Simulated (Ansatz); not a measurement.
**Br: from a trial structure to a relaxed crystal**

Method: DFT PBE, scalar-relativistic, plane waves, PAW in Ansatz. Cutoff 420 eV, Γ-centred k mesh, Gaussian smearing, no spin polarisation in the final step.

Br was placed on the beta-tin structure type (I4_1/amd, No. 141), at a guessed volume.

```
CELL_PARAMETERS angstrom
-3.10042 3.10042 1.69133
3.10042 -3.10042 1.69133
3.10042 3.10042 -1.69133
ATOMIC_POSITIONS crystal
Br 0.00000 0.00000 0.00000
Br 0.75000 0.25000 0.50000
```

Cell and atoms relax at zero pressure; the relaxation can't lower the symmetry of the start.

Energies count from the standard state of Br at the same level.

Question: Which crystal results?

Answer: It keeps I4_1/amd (No. 141). The result has the beta-tin structure. Conventional cell: a = 5.698 Å, c = 3.875 Å. Br has 4 Br at 3.01 Å.

```cif
data_structure
_symmetry_space_group_name_H-M 'I4_1/amd:1'
_symmetry_Int_Tables_number 141
_cell_length_a 5.6979
_cell_length_b 5.6979
_cell_length_c 3.8746
_cell_angle_alpha 90.000
_cell_angle_beta 90.000
_cell_angle_gamma 90.000
_cell_volume 125.79
loop_
_atom_site_label
_atom_site_type_symbol
_atom_site_symmetry_multiplicity
_atom_site_Wyckoff_symbol
_atom_site_fract_x
_atom_site_fract_y
_atom_site_fract_z
_atom_site_occupancy
Br1 Br 4 a 0.00000 0.00000 0.00000 1
```

Question: What are its volume, energy, density and gap?

Answer: The volume per atom is 31.45 Å³, the density is 4.22 g/cm³ and the energy over the standard structure is 0.49 eV/atom. The gap on the 18×18×18 mesh is 0 eV (a metal).

The final run used a 18×18×18 mesh on its 2-atom cell and 0.10 eV smearing. For metals, differences of a few meV/atom aren't resolved. Symmetry constrained the relaxation, so the result can be a saddle point. The steps took about 3 core-minutes in all.